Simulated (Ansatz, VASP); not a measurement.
# Al48N47 (V_N): VASP beside Ansatz

One calculation is typed for both programs; each brings its own data sets. How far apart do they land? The cell is taken from a series of runs on this material, whose earlier steps may have relaxed, scaled, displaced or heated it; both programs get it as it stands.

Main program and level: Ansatz 0.2.0; plane waves, with VASP 6.6.1 beside it; single point at r2SCAN.

**1. The structure**

The cell holds 95 atoms: 48 Al and 47 N. Cell: a = 10.761 Å, b = 10.761 Å, c = 9.956 Å, α = 90.0°, β = 90.0°, γ = 120.0°. It derives from AlN (AlN (P6_3mc)). Nearest the centre at fractional (0.667, 0.500, 0.440): Al42 at 1.77 Å, Al41 at 1.81 Å, Al28 at 1.82 Å, Al38 at 1.88 Å, N95 at 2.94 Å, Al44 at 3.01 Å, N73 at 3.01 Å, N86 at 3.01 Å.

**2. Ansatz: single point, r2SCAN**

Ansatz runs on its PAW soft_1 files.

With cell and atoms fixed, the geometry can't cause a difference; cores, projectors, grids and the points listed under the comparison can.

Input file input.yaml:

```yaml
crystal:
  checkpoint: "../qm1.relax_smeared.run"
  host: checkpoint
basis:
  ecutwfc: 500
  xc_grid: 2
hamiltonian:
  xc: r2scan
  pseudopotentials: { kind: paw, azcp: { folder: soft_1 } }
kpoints:
  mp_grid: { grid: [2, 2, 2], shift: [0.5, 0.5, 0.5] }
scf:
  occupations: { method: fermi_dirac, width: 0.01 }
  max_iter: 60
output:
  forces: true
  eigenvalues: true
  charged_corrections: { defect_position: [0.666667, 0.5, 0.440398] }
checkpoint:
  read: "../qm1.relax_smeared.run"
  write: "../qm1.point_neutral.run"
  compress: false
  write_wavefunctions: false
  write_every: 100000
magnetization:
  spin_polarized: true
  initial_magnetization: 1
  spin_locking: { lock_magnetization: hard }
```

Run with:

```bash
$ ansatz run input.yaml --threads 8 --pin off --max-ram 15073MiB --backend cpu --events-out ev --progress --plain --runs-dir out
```

Numbers of over 12 decimals in the logs are rounded to 6 here.

What it wrote:

```text
Warning: This run holds its total moment fixed (magnetization.spin_locking.lock_magnetization: hard) and mixes its density by anderson or broyden (scf.mixing.algorithm, typed or taken by auto). Slabs with a fixed moment have converged under broyden above another state at the same moment, at the default mixing steps and at smaller ones, and under scf.lower_state_search: standard, light or off a state that such a mixer [...]
checkpoint.read: neither the saved density nor the saved orbitals are used: the state is of another total charge, and does not settle where this run's electrons and spins go. The run starts from its atoms. Which states do: the manual's quickstart, A charge series.
crystal.checkpoint: the structure is that of <dir>, a `relax` run, at its step 14: its result, under r2scan at a charge of -1 e; 95 atoms read, 0 with a starting moment; this deck's charge is 0 e; no density is read with it (checkpoint.read); crystal.structure_sha256 for this input is
Engine: ansatz 0.2.0, aarch64-unknown-linux-gnu
Pseudopotentials: kind: paw
Pseudopotential: Al, paw, valence charge 3, recommended cutoff 500 eV (meta_gga), soft_1/Al.paw.azcp
Pseudopotential: N, paw, valence charge 5, recommended cutoff 500 eV (meta_gga), soft_1/N.paw.azcp
Functional definition: r2SCAN
  parameter k0 = 0.174
  parameter k1 = 0.065
  parameter a1 = 4.9479
  exchange = r2scan_x(k0 = k0, k1 = k1, a1 = a1)
  correlation = r2scan_c
Crystal: 95 atoms, lattice volume = 998.542 Å³
Basis set: ecut = 500 eV, 25363 PW (Γ), exchange–correlation on 160×160×150 points (8 copies of the dense FFT grid, shifted against one another)
Bands: 285, of which v1, the nominal top of the filled ones, is band 190 counted from 1 (189 counted from 0)
Symmetry: 1 space group operations
Space group: P1 (ITA 1), of the structure as read, at distance tolerance 1.0e-4 Å
Magnetic group: BNS 1.1 (UNI 1), of the structure as read, at distance tolerance 1.0e-4 Å
k-points: 4 of 8 (time reversal used)
Non-local potential: Al, projectors of the file, l = 0: 2, l = 1: 2, l = 2: 1
Non-local potential: N, projectors of the file, l = 0: 2, l = 1: 2, l = 2: 1
PAW form: soft (Blöchl's): semilocal exchange-correlation on the pseudo side does not see the compensation charge
PAW frozen core: Al, regenerated for the run's functional (the file was generated under x = pbe(κ = 0.804, μ = 0.219515), c = pbe(β = 0.066725))
PAW frozen core: N, regenerated for the run's functional (the file was generated under x = pbe(κ = 0.804, μ = 0.219515), c = pbe(β = 0.066725))
PAW one-centre angular grid: Al, 302 points (default); XC on 160 Gauss nodes
PAW one-centre angular grid: N, 302 points (default); XC on 160 Gauss nodes
Initial density: superposition of atomic densities (chi_scale 0.1, normalization cell, long waves kept (reshape's long-wave potential 0.23 eV rms))
Starting moments: Σ|m| = 1 μB on 95 of 95 sites
Initial wavefunctions: pseudopotential atomic-orbital guess
Functional: x = r2scan, c = r2scan; τ floored in thin density (d = 2e-4 eV/Å³)
SCF iter   1: F=—  HF=-44222.450810 eV  |F-HF|=—  |Δ(HF+E_count)|=         —  Δρ=6.66e-2 (↑6.62e-2 ↓6.66e-2)  dr2=2.18e2  dr2_τ=6.35e0  dr2_m=7.14e-2  M=1.000 μB ∫|m|=1.010 μB  β_m=1.20  ethr=3.10e-3  ⟨swp⟩=6.0  Hψ=8979  notcnv=0  defer=573
preconditioner: auto → Resta (q_TF=auto, 2.322 Å⁻¹)  ε∞=3.3  [insulator: Δε(μ)=1.630 eV  Ē_g=15.065 eV  σ=0.010 eV  W_gap=1.00  n_scr=198 (ndim 8)  ℏωp=22.9 eV  f_vac=0.000  D(μ)=0.00/eV (n_scr^D=0)  ε∞_Penn≈3.3]
spin=Collinear: Resta preconditioning applied to the charge; magnetization (m = ρ↑ − ρ↓) channel mixes plain (no charge-response kernel on spin).
SCF iter   2: F=—  HF=-44179.601582 eV  |F-HF|=—  |Δ(HF+E_count)|=    4.28e1  Δρ=3.43e-2 (↑3.43e-2 ↓3.42e-2)  dr2=5.80e1  dr2_τ=4.94e-1  dr2_m=2.93e-3  M=1.000 μB ∫|m|=1.181 μB  β_m=1.20  ethr=3.10e-3  ⟨swp⟩=3.0  Hψ=4210  notcnv=0  defer=729  κ⁻¹=1.0e0(r=1)
SCF iter   3: F=—  HF=-44174.328989 eV  |F-HF|=—  |Δ(HF+E_count)|=    5.27e0  Δρ=1.75e-2 (↑1.75e-2 ↓1.75e-2)  dr2=7.71e0  dr2_τ=7.84e-2  dr2_m=7.09e-4  M=1.000 μB ∫|m|=1.334 μB  β_m=1.20  ethr=3.10e-3  ⟨swp⟩=3.8  Hψ=4310  notcnv=0  defer=725  κ⁻¹=6.0e-2(r=2)
SCF iter   4: F=—  HF=-44175.170407 eV  |F-HF|=—  |Δ(HF+E_count)|=   8.41e-1  Δρ=1.16e-2 (↑1.16e-2 ↓1.16e-2)  dr2=2.75e0  dr2_τ=3.92e-2  dr2_m=2.91e-4  M=1.000 μB ∫|m|=1.311 μB  β_m=1.20  ethr=2.03e-3  ⟨swp⟩=2.0  Hψ=2394  notcnv=0  defer=726  κ⁻¹=6.2e-3(r=3)
[...]
k-point 1 ↑: bands = [... 186 lower, 6.5777, 6.6051, 6.6593, 8.9024, 11.1239, 11.1423, 12.1796, 12.8043, ... 91 higher]
  k-point 2 ↑: bands = [... 186 lower, 6.5363, 6.6017, 6.6977, 8.9073, 11.1000, 11.2043, 12.0580, 12.4870, ... 91 higher]
  k-point 3 ↓: bands = [... 186 lower, 6.6040, 6.6471, 6.7541, 10.3545, 11.1755, 11.2918, 12.4343, 12.5246, ... 91 higher]
[... the rest is left out ...]
```

**3. VASP: single point, r2SCAN**

The same cell, functional, mesh and smearing now go to VASP, with its own data sets.

Lines of VASP's logs that name or quote its potential files are left out, and so is its time.

Input file INCAR:

```
SYSTEM = Al48N47
PREC = Accurate
ENCUT = 580
EDIFF = 1E-06
NELM = 200
ISMEAR = -1
SIGMA = 0.01
LREAL = Auto
ALGO = Normal
METAGGA = R2SCAN
LASPH = .TRUE.
NBANDS = 256
ISPIN = 2
MAGMOM = 0 -0 -0 0 0 0 0 -0 0 -0 0 0 -0 0 0 -0 0 -0 0 0 0 0 -0 0 -0 -0 -0 0.02 -0 0 0 -0 0 0 0 0 -0 0.03 -0 0 0.02 0.02 0 0 0 0 0 0 0 0 0.03 -0 0 -0 0 0 0 0 -0 0 0.02 -0 0 0 -0 0 0 0 0 0 0 0 -0 0 0.02 0 0 -0 0 0 0 0.04 0 0 0.03 -0 0 0 0.06 0 -0 0 -0 0.03 -0.01
LORBIT = 11
LWAVE = .FALSE.
LCHARG = .FALSE.
ISIF = 2
ISYM = 0
NUPDOWN = 1
GGA_COMPAT = .FALSE.
LMIXTAU = .TRUE.
```

Input file POSCAR:

```
Al48N47
1.0
    9.3195654863      5.3806537569      0.0000000000
   -9.3195655856      5.3806535849      0.0000000000
    0.0000000000      0.0000000000      9.9564777190
Al N
48 47
Direct
    0.9999855221      0.1652282834      0.2500010148
    0.1665887527      0.9998433209      0.2501456787
    0.3349826321      0.3339829135      0.2495648267
    0.0005222858      0.3325938377      0.4982386099
[... 1 atom line left out ...]
    0.3343262774      0.0052643530      0.4995348407
[... 2 atom lines left out ...]
    0.3300028603      0.3322135378      0.7528738250
[... 3 atom lines left out ...]
    0.0014031265      0.6663614151      0.2472841311
[... 2 atom lines left out ...]
    0.9969902663      0.8310212339      0.4985288287
    0.1685558903      0.6680071830      0.4982823450
    0.3353699572      0.5000282840      0.4996226945
    0.9971269855      0.6659959082      0.7427122285
[... 5 atom lines left out ...]
    0.5027855442      0.1719837177      0.2522436036
[... 1 atom line left out ...]
    0.8352948783      0.3339831545      0.2471201066
    0.5008346528      0.3522827489      0.5082069558
    0.6660178326      0.1694051246      0.4985095597
    0.8290803372      0.9949205301      0.4995158168
    0.4978077718      0.1648974275      0.7512234881
[... 1 atom line left out ...]
    0.8312377954      0.3343673414      0.7426572628
    0.5019767650      0.3353527016      0.9991254467
[... 2 atom lines left out ...]
    0.5011150349      0.6662855369      0.2493906110
    0.6836715217      0.5007444933      0.2524492688
    0.8309770760      0.8283521885      0.2522317469
    0.4992108151      0.8352984853      0.4998370972
    0.6489110111      0.6471290252      0.5074873240
    0.8275780692      0.5006257699      0.4794481429
    0.4980244247      0.6678783570      0.7525798660
    0.6613978524      0.4999685151      0.7422159500
    0.8329269221      0.8351831445      0.7509466758
[... 1 atom line left out ...]
    0.6667227828      0.6649187753      0.9989092505
[... 3 atom lines left out ...]
    0.3256026488      0.3296366560      0.4387159424
[... 9 atom lines left out ...]
    0.0048625910      0.6694501529      0.4381545713
[... 2 atom lines left out ...]
    0.0003005762      0.8329920252      0.1897027446
[... 1 atom line left out ...]
    0.3334967257      0.5000942637      0.1904845701
[... 3 atom lines left out ...]
    0.9986721643      0.8343872737      0.6892260902
[... 1 atom line left out ...]
    0.3322810510      0.5000211152      0.6917022585
    0.5018900152      0.1773516700      0.4433250147
[... 1 atom line left out ...]
    0.8353822331      0.3314151236      0.4379843007
    0.5046629291      0.3381023023      0.1912573003
    0.6674867504      0.1672878118      0.1897722751
[... 4 atom lines left out ...]
    0.4926180108      0.3271231808      0.6990336465
    0.6643948998      0.1658431322      0.6892107549
[... 1 atom line left out ...]
    0.4962774624      0.6702513165      0.4385628305
    0.8247583767      0.8230425655      0.4432752331
[... 1 atom line left out ...]
    0.6666567702      0.6625227194      0.1908322145
    0.8450117829      0.5000736850      0.1749935994
[... 4 atom lines left out ...]
    0.6656189484      0.6726811365      0.6984464136
    0.8284463591      0.5001824398      0.6788913704
```

Input file KPOINTS:

```
Points of the shifted mesh
8
Reciprocal
 0.2500000000  0.2500000000  0.2500000000 1
 0.2500000000  0.2500000000  0.7500000000 1
 0.2500000000  0.7500000000  0.2500000000 1
 0.2500000000  0.7500000000  0.7500000000 1
 0.7500000000  0.2500000000  0.2500000000 1
 0.7500000000  0.2500000000  0.7500000000 1
 0.7500000000  0.7500000000  0.2500000000 1
 0.7500000000  0.7500000000  0.7500000000 1
```

PAW data sets: Al and N (PBE family, release 64).

Run with:

```bash
$ export OMP_NUM_THREADS=3
$ mpirun -np 1 vasp_std
```

What it wrote:

```text
[banner, memory and clock lines left out]
running    1 mpi-ranks, on    1 nodes
[...]
Offloading initialized ...    1 GPUs detected
[...]
|                                                                             |
|               ----> ADVICE to this user running VASP <----                  |
|                                                                             |
|     You enforced a specific xc type in the INCAR file but a different       |
|     [... a line on the potential file left out ...]
|     I HOPE YOU KNOW WHAT YOU ARE DOING!                                     |
|                                                                             |

 LDA part: xc-table for (None), standard interpolation
 POSCAR, INCAR and KPOINTS ok, starting setup
[...]
entering main loop
       N       E                     dE             d eps       ncg     rms          rms(c)
DAV:   1     0.153705795950E+04    0.15371E+04   -0.19412E+05  8192   0.151E+03
DAV:   2    -0.908970413425E+03   -0.24460E+04   -0.23392E+04 10184   0.301E+02
DAV:   3    -0.110803940840E+04   -0.19907E+03   -0.19746E+03  9848   0.926E+01
DAV:   4    -0.111135530462E+04   -0.33159E+01   -0.33025E+01  9760   0.125E+01
[...]
DAV:  15    -0.906606529716E+03    0.10205E-04   -0.52190E-06  9536   0.617E-03    0.185E-02
DAV:  16    -0.906606534886E+03   -0.51699E-05   -0.79033E-06  9248   0.698E-03    0.480E-03
DAV:  17    -0.906606535458E+03   -0.57232E-06   -0.17376E-06  5544   0.322E-03
   1 F= -.90660654E+03 E0= -.90660654E+03  d E =-.701406E-11  mag=     1.0000
```

Parts of OUTCAR (step 3):

```text
  FREE ENERGIE OF THE ION-ELECTRON SYSTEM (eV)
  ---------------------------------------------------
  free  energy   TOTEN  =      -906.6065354579 eV

  energy  without entropy=     -906.6065354579  energy(sigma->0) =     -906.60653546

 magnetization (x)
# of ion       s       p       d       tot
------------------------------------------
    1       -0.000  -0.000   0.000  -0.000
    2       -0.000  -0.000   0.000  -0.000
    3       -0.000   0.000   0.000  -0.000
    4        0.001   0.001   0.000   0.002
    5        0.001   0.001   0.000   0.003
    6       -0.000   0.000   0.000   0.000
    7        0.000   0.000   0.000   0.000
    8       -0.000  -0.000   0.000  -0.000
    9       -0.000   0.000   0.000   0.000
   10       -0.000  -0.000   0.000  -0.000
   11        0.000   0.000   0.000   0.000
   12       -0.000   0.000   0.000   0.000
   13       -0.000  -0.001   0.000  -0.001
[...]
--------------------------------------------------
tot          0.110   0.329   0.000   0.439
```

The run ends at a pressure of -0.54 GPa, with forces up to 1.9 eV/Å.

**4. Differences**

Known differences besides the potentials themselves: VASP starts from the moments at which Ansatz ended; VASP keeps PBE cores, Ansatz makes them for the functional; the cutoff is 500 eV in Ansatz and 580 eV in VASP (PREC = Accurate, projectors in real space); site moments are counted in spheres of each program's own size. Total energies have different zeros and are not compared.

The two programs side by side:

```
                             quantity  Ansatz  VASP  difference
total moment, fixed by the input (μB)    1.00  1.00        0.00
                  moment on Al38 (μB)    0.03  0.06       -0.03
                   moment on N89 (μB)    0.06  0.05        0.00
```

Forces on 9 of the 95 atoms, those with the largest forces and the largest differences (eV/Å; atoms numbered as in POSCAR):

```
atom          Ansatz x, y, z            VASP x, y, z
Al13    0.230, 0.701, -0.285    0.230, 0.700, -0.271
Al27   0.701, -0.173, -0.260   0.700, -0.172, -0.246
Al28   0.979, -1.630, -0.251   0.985, -1.640, -0.246
Al38  -0.971, -0.622, -1.407  -0.972, -0.622, -1.411
Al41   -0.960, 1.664, -0.213   -0.965, 1.674, -0.207
Al42     1.047, 0.575, 1.337     1.053, 0.579, 1.337
 N82   -0.396, 0.877, -0.865   -0.398, 0.886, -0.863
 N89   -0.605, -0.318, 1.462   -0.603, -0.316, 1.475
 N94   0.543, -0.767, -0.836   0.549, -0.773, -0.835
```

The forces differ by 3.5 meV/Å r.m.s., which is 1.0 % of the r.m.s. force of 0.333 eV/Å (both taken over all components).

**5. Outcome**

```json
{"r.m.s. force difference (single point, r2SCAN)": "1.0 % of the r.m.s. force"}
```

**Reading.** The r.m.s. force difference is 1.0 % of the r.m.s. force (single point, r2SCAN), within the 3 % picked in this series as the mark of a large difference. How closely two codes agree says nothing of how well the functional describes the real material.

[Lines on the potential files, build, host, timing and source positions are cut from VASP's logs without a mark.]

[Logs are printed without paths, hosts, clocks, repeated set-up lines and the standing remarks that a program may print on its own settings, such as how far it seeks lower states.]

[Hosts, paths, dates, database ids (printed as entryN), source tags and the programs' standing remarks are cut or masked in the printed files.]
